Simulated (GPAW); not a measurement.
# A GW chain in GPAW: BeTe (honeycomb monolayer), part 2 of 2

Wanted: ground state, empty states, screening and self-energy for BeTe (honeycomb monolayer).

GPAW 26.7.0; PBE and many-body steps on it, plane waves. Known limits of the many-body steps: short of the basis limit; no spin-orbit coupling.

So far. Step 3 (Bands along the symmetry lines): The gap is 3.059 eV, as in the run before at this level. Step 4 (Empty states on the mesh, 9×9×1 mesh, 374 bands): On this mesh the gap is 3.059 eV.

## Step 5: Screening and self-energy, 9×9×1 mesh, 169 bands, screening to 60 eV

Now the one-shot GW correction: screening in the RPA, then the self-energy of the levels asked for.

This step: G0W0 on PBE, plane waves, PAW.

File run.py:

```python
import json
import numpy as np
from gpaw.mpi import world
from gpaw.response.g0w0 import G0W0

gw = G0W0('full.gpw',
    filename='gw',
    kpts=[0, 6],
    bands=(2, 6),
    ecut=60,
    nbands=169,
    truncation='2D',
    integrate_gamma='sphere',
    q0_correction=True,
    frequencies={'type': 'nonlinear', 'domega0': 0.15, 'omega2': 15.0},
    eta=0.1,
    nblocksmax=True)
gw.calculate()
res = {mode: {k: v for k, v in r.items() if k != 'sigma_eskwn'}
       for mode, r in gw.all_results.items()}

if world.rank == 0:
    with open('result.json', 'w') as f:
        json.dump(res, f, default=lambda x: x.tolist())
```

The run is started by

```sh
$ mpirun -n 8 gpaw python run.py
```

The program printed:

```text
Using integrator: PointIntegrator
NonLinearFrequencyDescriptor(from 0.000 to 72.497 eV, 162 points)
Nonperiodic BCs:  [False False  True]
Using integrator: PointIntegrator
NonLinearFrequencyDescriptor(from 0.000 to 72.497 eV, 162 points)
Nonperiodic BCs:  [False False  True]
Applying analytical 2D correction to W:
    Evaluating Gamma point contribution to W on a 13x13x1 grid
  ___  _ _ _
 |   || | | |
 | | || | | |
 |__ ||_____|
 |___|

BZ k-points: Symmetries present (total): 6

  [... matrices ...]
81 k-points: 9 x 9 x 1 Monkhorst-Pack grid
12 k-points in the irreducible part of the Brillouin zone
       k-points in crystal coordinates                weights
   0:     0.00000000    0.00000000    0.00000000          1/81
   1:     0.11111111    0.00000000    0.00000000          6/81
   2:     0.22222222   -0.11111111    0.00000000          6/81
   3:     0.22222222    0.00000000    0.00000000          6/81
   4:     0.33333333   -0.11111111    0.00000000         12/81
   5:     0.33333333    0.00000000    0.00000000          6/81
   6:     0.33333333    0.33333333    0.00000000          2/81
   7:     0.44444444   -0.22222222    0.00000000          6/81
   8:     0.44444444   -0.11111111    0.00000000         12/81
   9:     0.44444444    0.00000000    0.00000000          6/81
          ...
  11:     0.44444444    0.44444444    0.00000000          6/81

Distributing spins, k-points and bands (1 x 2 x 4) over 1 process
Number of blocks: 8

Quasi particle states:
k-points (IBZ indices): [0, 6]
Band range: (2, 6)
  [... matrices ...]
Computational parameters:
Plane wave cut-off: 60 eV
Number of bands: 169
Coulomb cutoff: 2D
Broadening: 0.1 eV

fxc modes: GW
Kernel: RPA
Using full-frequency real axis integration
Summing all q:

Calculating screened Coulomb potential
2D Coulomb truncation
NonLinearFrequencyDescriptor(from 0.000 to 72.497 eV, 162 points)
Removing empty qpoint cache files...

Calculating chi0 body with:
    Ground state adapter containing:
    Number of spins: 1
    Number of kpoints: 81
    Number of irreducible kpoints: 12
    Number of completely occupied states: 4
    Number of partially occupied states: 4
    Occupied states memory: 2.4609375 M / cpu

    Linear response parametrization:
    q_c: [0.0, 0.0, 0.0]
    Number of frequency points: 162
    Planewave cutoff: 60.0
    Number of bands: 169
    Number of planewaves: 189
    Broadening (eta): 0.1
    comm.size: 8
    kncomm.size: 1
    blockcomm.size: 8

    Memory estimate of potentially large arrays:
        chi0_wGG: 11.037449 M / cpu
Integrating chi0 body.

Symmetries of q_c:
    Direct symmetries (Uq -> q): 6
    Indirect symmetries (TUq -> q): 6
In total 12 allowed symmetries.

  [... matrices ...]
12 groups of equivalent kpoints. 85.185185% reduction.

Integral kind: spectral function
Integrating chi0 head and wings.

Symmetries of q_c:
    Direct symmetries (Uq -> q): 6
    Indirect symmetries (TUq -> q): 6
In total 12 allowed symmetries.

  [... matrices ...]
12 groups of equivalent kpoints. 85.185185% reduction.

Integral kind: spectral function wings

Calculating chi0 body with:
    Ground state adapter containing:
    Number of spins: 1
    Number of kpoints: 81
    Number of irreducible kpoints: 12
    Number of completely occupied states: 4
    Number of partially occupied states: 4
    Occupied states memory: 2.4609375 M / cpu

[... the further q-points ...]

Results:
f:      Occupation numbers
eps:     KS-eigenvalues [eV]
vxc:     KS vxc [eV]
exx:     Exact exchange [eV]
sigma:   Self-energies [eV]
dsigma:  Self-energy derivatives
Z:       Renormalization factors
qp:      QP-energies [eV]

k-point 0 (0): (0.000, 0.000, 0.000)                GW
band       f     eps     vxc     exx   sigma  dsigma       Z      qp
                                                                   GW
   2   1.000  -3.388 -13.927 -15.975   0.891  -0.271   0.787  -4.298
   3   1.000  -3.388 -13.927 -15.975   0.891  -0.271   0.787  -4.298
   4   0.000   0.806 -10.483  -6.456  -2.760  -0.260   0.794   1.811
   5   0.000   1.824  -4.955  -2.487  -1.853  -0.183   0.845   2.344

k-point 1 (6): (0.333, 0.333, 0.000)                GW
band       f     eps     vxc     exx   sigma  dsigma       Z      qp
                                                                   GW
   2   1.000  -6.314 -11.820 -15.149   1.780  -0.396   0.716  -7.424
   3   1.000  -2.932 -12.578 -14.870   0.932  -0.300   0.769  -3.978
   4   0.000   0.127  -8.007  -3.959  -3.041  -0.294   0.773   0.905
   5   0.000   3.408  -6.203  -2.754  -2.721  -0.265   0.791   3.984
```

Run time: 2.5 min. Hardware: 8 MPI ranks of Arm Neoverse V2, shared host; peak memory 2.8 GiB; 17 min of CPU time.

Read from the output:

```yaml
g0w0_gap_on_the_mesh: 4.883 eV
least_direct_g0w0_gap_on_the_computed_points: 4.883 eV
z_at_the_valence_top: 0.7691
z_at_the_conduction_bottom: 0.7729
starting_gap_on_the_mesh: 3.059 eV
k_of_the_valence_top: 0.3333, 0.3333, 0
k_of_the_conduction_bottom: 0.3333, 0.3333, 0
```

The gap on the mesh goes from 3.06 eV to 4.88 eV, a correction of +1.82 eV.

Limits: finite bands, cutoff and mesh; no spin-orbit coupling. v1 is the top filled band, c1 the lowest empty one. The levels before and after the correction (eV, zero at the valence-band top of each column):

```tsv
	conduction bottom	valence top
Kohn-Sham	3.06	0.00
G0W0	4.88	0.00
```

```tsv
	level	energy (eV)
Kohn-Sham	(0.333 0.333 0) v2	-3.381
Kohn-Sham	(0.333 0.333 0) v1	0.000
Kohn-Sham	(0.333 0.333 0) c1	3.059
Kohn-Sham	(0.333 0.333 0) c2	6.340
G0W0	(0.333 0.333 0) v2	-3.445
G0W0	(0.333 0.333 0) v1	0.000
G0W0	(0.333 0.333 0) c1	4.883
G0W0	(0.333 0.333 0) c2	7.962
```

## Step 6: Where the time went

Times are wall times on 8 MPI ranks of Arm Neoverse V2, shared host, good to a factor of about two.

```tsv
step	time	share	memory (GiB)
ground state	5.5 s	1 %	1.3
bands along the symmetry lines	6.4 s	2 %	1.4
empty states on the mesh	4.3 min	61 %	2.3
screening and self-energy	2.5 min	36 %	2.8
```

## Step 7: What came out

```
PBE gap              : 3.06 eV, direct
G0W0 gap on the mesh : 4.88 eV
GW settings          : 9×9×1 mesh, 169 bands, screening to 60 eV, full frequency, Hilbert transform
known limits         : short of the basis limit; no spin-orbit coupling
```

G0W0 moves the gap on the mesh from 3.06 eV to 4.88 eV (+1.82 eV), with Z of 0.77 and 0.77 at the edges. The dearest step here is «empty states on the mesh». Bands and cutoff are finite, so the gap stands short of the basis limit, usually by up to a few tenths of an eV; the mesh is an error of its own. In this program the long-wavelength screening can come out low in d oxides and layered crystals. The many-body steps are scalar-relativistic: spin-orbit coupling is not in them.

[Long decimals in the printed logs are rounded to 6 places.]

[Logs are printed without paths, hosts, clocks, repeated set-up lines and the standing remarks that a program may print on its own settings, such as how far it seeks lower states.]

[Paths, hosts, dates, memory and timing lines, banners, echoed tables and standing remarks are left out of the program output; an Ansatz launch command may be rebuilt from the run's recorded settings. Measured values are a selection of at most five: reports struck by readers or far from the other reports are left out. None is set beside runs whose start may be inverted or whose files or cutoffs have a known fault.]

[Runs of the session that timed out or met a known fault of the program may be left out.]

[Hosts, paths, dates, database ids (printed as entryN), source tags and the programs' standing remarks are cut or masked in the printed files.]

[Where the starting crystal was built by hand or by swapping elements, it need not be the compound's stable phase.]
